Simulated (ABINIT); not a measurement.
SnO:

```
Sn O
1.0
     3.81370    0.00000    0.00000
     0.00000    3.81370    0.00000
     0.00000    0.00000    4.88691
Sn O
2 2
Direct
  0.50000 0.00000 0.76463
  0.00000 0.50000 0.23537
  0.00000 0.00000 0.00000
  0.50000 0.50000 0.00000
```

The cell is a database's computed one.

Base run:

```yaml
Program: ABINIT 10.8.3 (patched build)
Functional: PW91
Potentials_or_basis: JTH PAW PBE v2.0
Cutoff: 762 eV
k_mesh: 7 × 7 × 6
Occupations: fermi-dirac, width 0.05 eV
Spin: no spin polarisation
```

Its results: band gap on the k mesh 0.43 eV, indirect (least direct gap 2.06 eV); pressure 2.4 GPa; largest force 0.305 eV/Å.

Q: The run is repeated on the same cell with these changes: functional from PW91 to WC. What comes out?

A: Band gap on the k mesh 0.38 eV, indirect (least direct gap 1.97 eV); pressure -1.3 GPa; largest force 0.072 eV/Å.

WC binds more tightly than PW91, so the same cell stands under less pressure.

Caveats: the PAW data sets were made with another functional, which shifts forces and pressure a little; spin-orbit coupling is left out, which moves the levels of the heavy elements; the mesh misses the band edges, which the band path finds closer together.
